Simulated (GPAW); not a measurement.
FeGe2:

```
CELL_PARAMETERS angstrom
-2.95956 2.95956 2.45140
2.95956 -2.95956 2.45140
2.95956 2.95956 -2.45140
ATOMIC_POSITIONS crystal
Ge 0.84511 0.34511 0.19021
Ge 0.65489 0.84511 0.50000
Ge 0.34511 0.15489 0.50000
Ge 0.15489 0.65489 0.80979
Fe 0.25000 0.25000 0.00000
Fe 0.75000 0.75000 0.00000
```

The cell is a database's computed one.

Base run:

- Program: GPAW 26.7.0
- Functional: PBEsol
- Potentials or basis: PAW data sets generated in the run's folder for this functional
- Cutoff: 600 eV
- Basis: pw
- k mesh: 5 × 5 × 5
- Occupations: fermi-dirac, width 0.05 eV
- Spin: collinear spin, ferromagnetic start
- Starting moments: [0.0, 0.0, 0.0, 0.0, 3.0, 3.0] μB

Its results: pressure -5.3 GPa; net moment 2.29 μB per cell; site moments Ge -0.03; Fe +1.27 μB; largest force 0.246 eV/Å.

Q: The run is repeated on the same cell with these changes: functional from PBEsol to LDA; potentials or basis from PAW data sets generated in the run's folder for this functional to the program's PAW data sets (release 1.2.1) made for this functional. What comes out?

A: Pressure -10.0 GPa; net moment 2.12 μB per cell; site moments Ge -0.02; Fe +1.16 μB; largest force 0.330 eV/Å.
